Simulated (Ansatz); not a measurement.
# In2STe monolayer in a perpendicular field

What dipole does a perpendicular field induce in the In2STe monolayer, and does the gap follow? A positive field points along +c.

Program: Ansatz 0.2.0. Level of theory: plane-wave DFT, PBE-D3(BJ), Ansatz PAW. Results are calculated unless marked as measured.

### Step 1. The starting structure

The cell holds 4 atoms: 1 Te, 2 In and 1 S. Its edges and angles: a = 4.157 Å, b = 4.157 Å, c = 41.038 Å, α = 90.0°, β = 90.0°, γ = 120.0°. Vacuum lies along c.

### Step 2. Relaxation

The starting cell is a guess, so the in-plane lattice and the atoms are relaxed first, with the slab cut off from its images along the normal.

Contents of input.yaml:

```yaml
crystal:
  lattice:
    - [4.1574, 0.0, 0.0]
    - [-2.0787, 3.6004140137, 0.0]
    - [0.0, 0.0, 41.0382444636]
  atoms:
    - { symbol: Te, position: [0.3333333333, 0.6666666667, 0.4386152535] }
    - { symbol: In, position: [0.0, 0.0, 0.4751468229] }
    - { symbol: In, position: [0.0, 0.0, 0.5443505629] }
    - { symbol: S, position: [0.3333333333, 0.6666666667, 0.5613847465] }
  periodic: [true, true, false]
kpoints:
  mp_grid: { grid: [12, 12, 1] }
hamiltonian:
  xc: pbe
  dispersion: d3bj
scf:
  occupations: { method: fermi_dirac, width: 0.05 }
  convergence: { dr2_threshold: 1.0e-09 }
relax:
  f_tol: 0.004
  max_steps: 90
  cell: {}
output:
  write_potential: true
  write_density: true
  volumetric_format: npy
```

Launch:

```console
$ ansatz run input.yaml --threads 2 --pin off --max-ram 3072MiB --backend cpu --events-out ev --progress --plain --runs-dir out
```

Numbers of over 12 decimals in the logs are rounded to 6 here.

The log of the run:

```text
Warning: relax.cell: scf.convergence.dr2_threshold = 1e-9 eV is looser than the 1.76874697525e-10 eV advised for a relaxation that steers and ends on the stress (1e-10 eV for each atom of the cell: 4, times the square of relax.cell.stress_2d_tol = 0.05 N/m over 15.0 Å (the atoms' height at the walk's start and 5 Å past either face), 3.325e-2 GPa, over a crystal's default 0.05). What an SCF threshold leaves in a stress goes as its square root, and in the free energy as the threshold itself, and one threshold admits the most on a small cell: [figures from the program's tests cut] Set scf.convergence.dr2_threshold to 1.76874697525e-10 eV or tighter. [rest of the remark cut]
Engine: ansatz 0.2.0, x86_64-unknown-linux-gnu
Pseudopotentials: kind: paw
Pseudopotential: Te, paw, valence charge 16, recommended cutoff 420 eV (normal), Te.paw.azcp
Pseudopotential: In, paw, valence charge 13, recommended cutoff 420 eV (normal), In.paw.azcp
Pseudopotential: S, paw, valence charge 6, recommended cutoff 420 eV (normal), S.paw.azcp
Functional definition: PBE
  parameter kappa = 0.804
  parameter beta = 0.066725
  exchange = pbe_x(kappa = kappa, mu = beta*pi^2/3)
  correlation = pbe_c(beta = beta)
Crystal: 4 atoms, lattice volume = 614.275 Å³
Basis set: ecut = 420 eV, 11843 PW (Γ), exchange–correlation on 60×60×576 points (8 copies of the dense FFT grid, shifted against one another)
Bands: 29, of which v1, the nominal top of the filled ones, is band 24 counted from 1 (23 counted from 0)
Symmetry: 6 space group operations
Space group: P3m1 (ITA 156), of the structure as read, at distance tolerance 8.5e-5 Å
k-points: 19 of 144 (time reversal used)
Non-local potential: Te, projectors of the file, l = 0: 2, l = 1: 2, l = 2: 2, l = 3: 2
Non-local potential: In, projectors of the file, l = 0: 2, l = 1: 2, l = 2: 2, l = 3: 2
Non-local potential: S, projectors of the file, l = 0: 2, l = 1: 2, l = 2: 2
PAW form: soft (Blöchl's): semilocal exchange-correlation on the pseudo side does not see the compensation charge
PAW one-centre angular grid: Te, 590 points (default); XC on 64 Gauss nodes
PAW one-centre angular grid: In, 590 points (default); XC on 64 Gauss nodes
PAW one-centre angular grid: S, 110 points (default); XC on 64 Gauss nodes
Initial density: superposition of atomic densities (neutral atoms: chi_scale 0, normalization atom), corrected by the library's trained network
Initial wavefunctions: pseudopotential atomic-orbital guess
Functional: x = pbe(κ = 0.804, μ = 0.219515), c = pbe(β = 0.066725)
SCF iter   1: F=—  HF=-19079.945108 eV  |F-HF|=—  |Δ(HF+E_count)|=         —  Δρ=7.55e-4  dr2=7.31e-3  ethr=1.77e-3  ⟨swp⟩=12.9  Hψ=3735  notcnv=0
preconditioner: auto → Resta (q_TF=auto, 1.784 Å⁻¹)  ε∞=1.5  [insulator: Δε(μ)=0.616 eV  Ē_g=13.272 eV  σ=0.050 eV  W_gap=1.00  n_scr=52 (ndim 8)  ℏωp=9.2 eV  f_vac=0.777  D(μ)=0.00/eV (n_scr^D=0)  ε∞_Penn≈1.5  vacuum switching on, ρ_ref=1.3e-2 e/Å³]
SCF iter   2: F=—  HF=-19079.947809 eV  |F-HF|=—  |Δ(HF+E_count)|=   2.70e-3  Δρ=5.59e-4  dr2=1.96e-2  ethr=1.52e-5  ⟨swp⟩=4.3  Hψ=1763  notcnv=0  defer=7
SCF iter   3: F=—  HF=-19079.947971 eV  |F-HF|=—  |Δ(HF+E_count)|=   1.62e-4  Δρ=3.85e-4  dr2=1.63e-2  ethr=1.52e-5  ⟨swp⟩=3.4  Hψ=904  notcnv=0  defer=7
SCF iter   4: F=—  HF=-19079.947332 eV  |F-HF|=—  |Δ(HF+E_count)|=   6.40e-4  Δρ=1.68e-4  dr2=1.97e-3  ethr=1.52e-5  ⟨swp⟩=1.7  Hψ=634  notcnv=0  defer=7
SCF iter   5: F=—  HF=-19079.947547 eV  |F-HF|=—  |Δ(HF+E_count)|=   2.15e-4  Δρ=5.52e-5  dr2=8.06e-5  ethr=4.10e-6  ⟨swp⟩=2.3  Hψ=803  notcnv=0  defer=7
SCF iter   6: F=—  HF=-19079.947529 eV  |F-HF|=—  |Δ(HF+E_count)|=   1.83e-5  Δρ=2.90e-5  dr2=7.65e-6  ethr=1.68e-7  ⟨swp⟩=3.0  Hψ=1047  notcnv=0  defer=7
SCF iter   7: F=—  HF=-19079.947527 eV  |F-HF|=—  |Δ(HF+E_count)|=   1.65e-6  Δρ=1.40e-5  dr2=1.97e-6  ethr=1.59e-8  ⟨swp⟩=2.9  Hψ=1154  notcnv=0  defer=7
SCF iter   8: F=—  HF=-19079.947452 eV  |F-HF|=—  |Δ(HF+E_count)|=   7.46e-5  Δρ=4.52e-6  dr2=1.24e-7  ethr=4.09e-9  ⟨swp⟩=2.8  Hψ=1084  notcnv=0  defer=7
SCF iter   9: F=—  HF=-19079.947453 eV  |F-HF|=—  |Δ(HF+E_count)|=   9.26e-8  Δρ=1.37e-6  dr2=1.32e-8  ethr=2.58e-10  ⟨swp⟩=2.9  Hψ=1122  notcnv=0  defer=7
SCF iter  10: F=-19079.947453 eV  HF=-19079.947453 eV  |F-HF|=1.73e-9  |Δ(HF+E_count)|=   8.25e-9  Δρ=3.09e-7  dr2=5.60e-10  ethr=2.08e-12  ⟨swp⟩=9.4  Hψ=4704  notcnv=0
SCF 1 converged in 10 iterations: F = -19079.947453 eV  dr2 = 5.60e-10
  greatest PAW one-centre occupation: 0.998 electrons in one spin orbital (limit 2), on the Te atom at site 0 (counted from 0), in its partial waves of l = 2
relax step   1: F+E_penalty+E_count = -19079.94745255 eV  Δ(F+E_penalty+E_count) = +0.000e0 eV  max|allowed force component| = 1.285e0 eV/Å  Δτ_max = 0.0000 Å  P = +1.865 N/m  Ω = 614.275 Å³  fix = [c, alpha, beta]  reactions: c +0.000 N/m  (10 SCF iters, accepted)
Crystal: 4 atoms, lattice volume = 615.231 Å³
Basis set: ecut = 420 eV, 11867 PW (Γ), exchange–correlation on 60×60×576 points (8 copies of the dense FFT grid, shifted against one another)
Initial density: handed on by an earlier stage of this run
Initial wavefunctions: those handed on with the density
iter 1 solved again at ethr=7.13e-4 eV; its pass at ethr=3.10e-3 eV (dr2=3.42e-1 eV) is discarded
SCF iter   1: F=—  HF=-19080.198518 eV  |F-HF|=—  |Δ(HF+E_count)|=         —  Δρ=3.02e-3  dr2=3.40e-1  ethr=7.13e-4  ⟨swp⟩=2.0  Hψ=4067  notcnv=0
preconditioner: auto → Resta (q_TF=auto, 1.783 Å⁻¹)  ε∞=1.5  [insulator: Δε(μ)=0.753 eV  Ē_g=13.153 eV  σ=0.050 eV  W_gap=1.00  n_scr=52 (ndim 8)  ℏωp=9.2 eV  f_vac=0.776  D(μ)=0.00/eV (n_scr^D=0)  ε∞_Penn≈1.5  vacuum switching on, ρ_ref=1.3e-2 e/Å³]
SCF iter   2: F=—  HF=-19080.300982 eV  |F-HF|=—  |Δ(HF+E_count)|=   1.02e-1  Δρ=4.30e-3  dr2=1.55e0  ethr=7.08e-4  ⟨swp⟩=6.2  Hψ=1271  notcnv=0  recentre
SCF iter   3: F=—  HF=-19080.159659 eV  |F-HF|=—  |Δ(HF+E_count)|=   1.41e-1  Δρ=1.98e-3  dr2=7.47e-2  ethr=7.08e-4  ⟨swp⟩=5.8  Hψ=1163  notcnv=0  defer=11
SCF iter   4: F=—  HF=-19080.147661 eV  |F-HF|=—  |Δ(HF+E_count)|=   1.20e-2  Δρ=7.45e-4  dr2=2.85e-3  ethr=1.56e-4  ⟨swp⟩=3.9  Hψ=1046  notcnv=0  defer=10
SCF iter   5: F=—  HF=-19080.147568 eV  |F-HF|=—  |Δ(HF+E_count)|=   9.27e-5  Δρ=2.03e-4  dr2=3.26e-4  ethr=5.95e-6  ⟨swp⟩=2.7  Hψ=1007  notcnv=0  defer=10
SCF iter   6: F=—  HF=-19080.147530 eV  |F-HF|=—  |Δ(HF+E_count)|=   3.80e-5  Δρ=7.30e-5  dr2=2.76e-5  ethr=6.79e-7  ⟨swp⟩=2.8  Hψ=955  notcnv=0  defer=10
SCF iter   7: F=—  HF=-19080.147560 eV  |F-HF|=—  |Δ(HF+E_count)|=   3.01e-5  Δρ=2.20e-5  dr2=2.60e-6  ethr=5.76e-8  ⟨swp⟩=2.9  Hψ=911  notcnv=0  defer=10
[...]
SCF iter   6: F=—  HF=-19080.164293 eV  |F-HF|=—  |Δ(HF+E_count)|=   1.45e-5  Δρ=5.48e-5  dr2=1.94e-5  ethr=2.31e-7  ⟨swp⟩=2.7  Hψ=1178  notcnv=0  defer=5
SCF iter   7: F=—  HF=-19080.164229 eV  |F-HF|=—  |Δ(HF+E_count)|=   6.44e-5  Δρ=1.33e-5  dr2=1.07e-6  ethr=4.04e-8  ⟨swp⟩=2.6  Hψ=1125  notcnv=0  defer=5
SCF iter   8: F=—  HF=-19080.164154 eV  |F-HF|=—  |Δ(HF+E_count)|=   7.50e-5  Δρ=3.36e-6  dr2=7.41e-8  ethr=2.23e-9  ⟨swp⟩=2.9  Hψ=1094  notcnv=0  defer=5
SCF iter   9: F=—  HF=-19080.164154 eV  |F-HF|=—  |Δ(HF+E_count)|=   3.68e-8  Δρ=8.85e-7  dr2=4.34e-9  ethr=1.54e-10  ⟨swp⟩=3.4  Hψ=1208  notcnv=0  defer=5
SCF iter  10: F=-19080.164154 eV  HF=-19080.164154 eV  |F-HF|=2.69e-10  |Δ(HF+E_count)|=   6.37e-9  Δρ=2.68e-7  dr2=5.21e-10  ethr=2.08e-12  ⟨swp⟩=11.3  Hψ=4163  notcnv=0
SCF 3 converged in 10 iterations: F = -19080.164154 eV  dr2 = 5.21e-10
relax step   3: F+E_penalty+E_count = -19080.16415412 eV  Δ(F+E_penalty+E_count) = -1.667e-2 eV  max|allowed force component| = 1.516e-1 eV/Å  Δτ_max = 0.0920 Å  P = -0.712 N/m  Ω = 605.470 Å³  energy of the carried Pulay correction = +3.545e-4 eV  fix = [c, alpha, beta]  reactions: c -0.000 N/m  (10 SCF iters, accepted)
[...]
relax step   4: F+E_penalty+E_count = -19080.16922612 eV  Δ(F+E_penalty+E_count) = -5.072e-3 eV  max|allowed force component| = 3.819e-2 eV/Å  Δτ_max = 0.0177 Å  P = -0.313 N/m  Ω = 602.259 Å³  energy of the carried Pulay correction = +4.856e-4 eV  fix = [c, alpha, beta]  reactions: c -0.000 N/m  (9 SCF iters, accepted)
[...]
relax step   5: F+E_penalty+E_count = -19080.17068380 eV  Δ(F+E_penalty+E_count) = -1.458e-3 eV  max|allowed force component| = 2.407e-2 eV/Å  Δτ_max = 0.0079 Å  P = -0.012 N/m  Ω = 597.206 Å³  energy of the carried Pulay correction = +6.937e-4 eV  fix = [c, alpha, beta]  reactions: c -0.000 N/m  (9 SCF iters, accepted)
[...]
relax step   6: F+E_penalty+E_count = -19080.17073064 eV  Δ(F+E_penalty+E_count) = -4.684e-5 eV  max|allowed force component| = 5.890e-4 eV/Å  Δτ_max = 0.0022 Å  P = -0.001 N/m  Ω = 597.077 Å³  energy of the carried Pulay correction = +6.991e-4 eV  fix = [c, alpha, beta]  reactions: c -0.000 N/m  (7 SCF iters, accepted)
Initial wavefunctions: pseudopotential atomic-orbital guess (no wavefunctions were taken with the density)
iter 1 solved again at ethr=1.04e-6 eV; its pass at ethr=3.10e-3 eV (dr2=5.00e-4 eV) is discarded
SCF iter   1: F=—  HF=-19080.170045 eV  |F-HF|=—  |Δ(HF+E_count)|=         —  Δρ=1.88e-5  dr2=4.10e-7  ethr=1.04e-6  ⟨swp⟩=5.4  Hψ=6024  notcnv=0
eigensolver tolerance schedule: the retry pair's looser diagonalisation over-reported the residual by 1218.43 of it (diagonalisation noise at 0.69 of the residual, at the tolerance the schedule requests for it); recorded, not acted on — ethr = c·dr2/N_el stays at c = 1.0e-1
preconditioner: auto → Resta (q_TF=auto, 1.792 Å⁻¹)  ε∞=1.5  [insulator: Δε(μ)=0.859 eV  Ē_g=13.172 eV  σ=0.050 eV  W_gap=1.00  n_scr=40 (ndim 8)  ℏωp=9.4 eV  f_vac=0.772  D(μ)=0.00/eV (n_scr^D=0)  ε∞_Penn≈1.5  vacuum switching on, ρ_ref=1.3e-2 e/Å³]
SCF iter   2: F=—  HF=-19080.170062 eV  |F-HF|=—  |Δ(HF+E_count)|=   1.71e-5  Δρ=8.79e-6  dr2=2.41e-7  ethr=8.54e-10  ⟨swp⟩=3.9  Hψ=1540  notcnv=0
SCF iter   3: F=—  HF=-19080.170063 eV  |F-HF|=—  |Δ(HF+E_count)|=   1.97e-7  Δρ=5.01e-6  dr2=1.42e-6  ethr=5.02e-10  ⟨swp⟩=3.6  Hψ=1154  notcnv=0  recentre
SCF iter   4: F=—  HF=-19080.170062 eV  |F-HF|=—  |Δ(HF+E_count)|=   1.13e-7  Δρ=2.30e-6  dr2=5.18e-8  ethr=5.02e-10  ⟨swp⟩=2.7  Hψ=841  notcnv=0
SCF iter   5: F=—  HF=-19080.170062 eV  |F-HF|=—  |Δ(HF+E_count)|=   3.85e-9  Δρ=7.46e-7  dr2=4.24e-9  ethr=1.08e-10  ⟨swp⟩=3.0  Hψ=1001  notcnv=0
SCF iter   6: F=-19080.170062 eV  HF=-19080.170062 eV  |F-HF|=8.73e-11  |Δ(HF+E_count)|=  2.33e-10  Δρ=2.41e-7  dr2=1.91e-10  ethr=2.08e-12  ⟨swp⟩=12.8  Hψ=4796  notcnv=0
SCF 7 converged in 6 iterations: F = -19080.170062 eV  dr2 = 1.91e-10
relax step   7: F+E_penalty+E_count = -19080.17006248 eV  Δ(F+E_penalty+E_count) = +6.682e-4 eV  max|allowed force component| = 5.244e-4 eV/Å  Δτ_max = 0.0000 Å  P = -0.002 N/m  Ω = 597.077 Å³  fix = [c, alpha, beta]  reactions: c -0.000 N/m  stress off target by 2.41e-3 N/m on what of the cell is left free  SCF on the basis re-selected at this cell (its energy is not comparable with the rows above)  (6 SCF iters)
basis re-selected at this cell: Δ(F+E_penalty+E_count) = +6.682e-4 eV, ΔP = -0.001 N/m vs the last step (what re-selecting the basis moved, of the pressure what is left beyond the Pulay correction that the steps carried, after the strain that the cell walked since its last selection, with what the two solves' SCF thresholds leave and, on support functions, any second-order correction that the steps lacked; it is no m [...]
WARN: The output density's exchange-correlation potential varies sharply where the density is thin. Do not read a vacuum level from v_tot or v_xc, or from such a field of the output density. On a cell that repeats whose density bears no net charge and no dipole along the vacuum's axis use v_es (v_loc + v_h of the components); under efield.dipole_correction with no amplitude use v_es + v_field, which holds any externa [...]
SCF converged after 6 iterations
Free energy (F): -19080.170062 eV
Harris-Foulkes:  -19080.170062 eV  (|F-HF|=8.73e-11)
Internal energy: -19080.170058 eV  (E = F + TS)
E sigma→0 (E₀):  -19080.170060 eV
Entropy (-TS):   -0.000004 eV (-0.001 meV/atom)
Fermi energy:    -4.875978 eV
--- Per-component energies (eV) ---
  E_band       = -988.938743
  E_kinetic    = 771.391420
  E_local      = -116431.859566  (includes V_loc(G=0)·N_el)
  E_nonlocal   = 452.882124
  E_hartree    = 57799.747639
  E_xc         = -650.804709
  E_vxc        = -388.467599  (∫ρ·V_xc dr)
  E_paw        = -13572.931288  (= ΣΔE_a)
  E_vpaw       = -992.381070  (= ΣTr[D̂ρ^β])
  E_aug_tail   = -0.000122  (compensation charges beyond the density's cutoff)
  E_ewald      = 52552.307288
  E_disp       = -0.902845  (pairwise vdW)
  E_smearing   = -0.000004  (= −TS)
  E_closure    = -0.000000  (closes the sum)
  Σ components = -19080.170062   (vs F -19080.170062, Δ=0.00e0)
--- Forces (eV/Å), atoms counted from 1 ---
  atom   1  Te     0.00000000     0.00000000    -0.00000337
  atom   2  In     0.00000000     0.00000000    -0.00052467
  atom   3  In    -0.00000000    -0.00000000     0.00015928
  atom   4  S      0.00000000     0.00000000     0.00036772
  max |Σ_I F_I| component: 1.04e-6 eV/Å
--- 2D stress c σ (N/m, compression-positive) ---
       -0.002412      -0.000000      -0.000000
       -0.000000      -0.002412      -0.000000
       -0.000000      -0.000000      -0.000000
  P = ½ c Tr σ = -0.0024 N/m
--- Band table (eV; the first three rows and the last of 19) ---
  k-point 0: bands = [... 20 lower, -7.1139, -6.0032, -5.3295, -5.3295, -4.4703, -2.5515, -1.1496, -1.1496, ... 1 higher]
  k-point 1: bands = [... 20 lower, -7.1797, -5.9772, -5.8289, -5.4422, -4.1661, -2.1930, -1.4823, -1.0622, ... 1 higher]
  k-point 2: bands = [... 20 lower, -7.3502, -6.8009, -5.8923, -5.7185, -3.6513, -2.3954, -1.3985, -0.8846, ... 1 higher]
  k-point 18: bands = [... 20 lower, -8.3997, -7.5770, -6.9756, -6.9668, -3.3892, -2.9940, -1.7517, -0.9069, ... 1 higher]
  the weakly bound empty levels are not read free of the cell's end (no_gap_told)
--- Relaxed structure (6 steps of the walk, 6 accepted, 1 SCFs on fresh bases) ---
  F+E_penalty+E_count = -19080.17006248 eV   max|allowed force component| = 5.244e-4 eV/Å   (the final SCF, on the basis selected at the relaxed cell)
  cell:  # Å, volume = 597.0768 Å³
    - [4.098788, -2.1690964135020763e-18, 0]
    - [-2.049394, 3.549654, 0]
    - [0, 0, 41.0382444636]
  atoms:
    - { symbol: Te, position: [0.333333, 0.666667, 0.436594] }
    - { symbol: In, position: [-5.531109001800584e-19, -3.700743415524894e-17, 0.473633] }
    - { symbol: In, position: [-9.63741927645929e-19, -3.700743415524895e-17, 0.541712] }
    - { symbol: S, position: [0.333333, 0.666667, 0.567558] }
```

It took 39 s on 2 threads of AMD EPYC 9R45, shared host; peak memory 0.96 GiB.

Relaxation path:

```csv
step,energy less that of the first step (eV),largest force component (eV/Å),volume (Å³)
1,0.0000,1.2853,614.28
2,-0.2000,0.3484,615.23
3,-0.2167,0.1516,605.47
4,-0.2218,0.0382,602.26
5,-0.2232,0.0241,597.21
6,-0.2233,0.0006,597.08
7*,-0.2226,0.0005,597.08
```

Relaxation steps marked * repeat the geometry before them on a plane-wave basis chosen anew for their cell, so energy and pressure can jump there.

Forces are held to the 6 operations that the run works with; a distortion that breaks them can't arise in this run.

```csv
cell as run,before,after,change
a (Å),4.157,4.099,-1.4 %
b (Å),4.157,4.099,-1.4 %
```

The atoms that moved most (Å, along periodic axes as changes of fractional coordinates times the final cell, across vacuum about the mean position):

```csv
atom,dx,dy,dz,length
S4,0.000,0.000,0.253,0.253
In3,0.000,0.000,-0.108,0.108
Te1,0.000,0.000,-0.083,0.083
In2,0.000,0.000,-0.062,0.062
```

Final coordinates:

```xyz
4
Lattice="4.0988 0.0000 0.0000 -2.0494 3.5497 0.0000 0.0000 0.0000 41.0382" Properties=species:S:1:pos:R:3
Te    0.0000    2.3664   17.9170
In    0.0000    0.0000   19.4371
In    0.0000    0.0000   22.2309
S     0.0000    2.3664   23.2916
```

The lattice constant a goes from 4.157 to 4.099 Å.

[end of part 1 of 2]

[Logs are printed without paths, hosts, clocks, repeated set-up lines and the standing remarks that a program may print on its own settings, such as how far it seeks lower states.]

[Hosts, paths, dates, database ids (printed as entryN), source tags and the programs' standing remarks are cut or masked in the printed files.]

[Maps of the electrostatic potential energy from Ansatz leave out the sawtooth potential of an applied field or a dipole correction, so their vacuum need not be flat; planar profiles and work functions include it.]
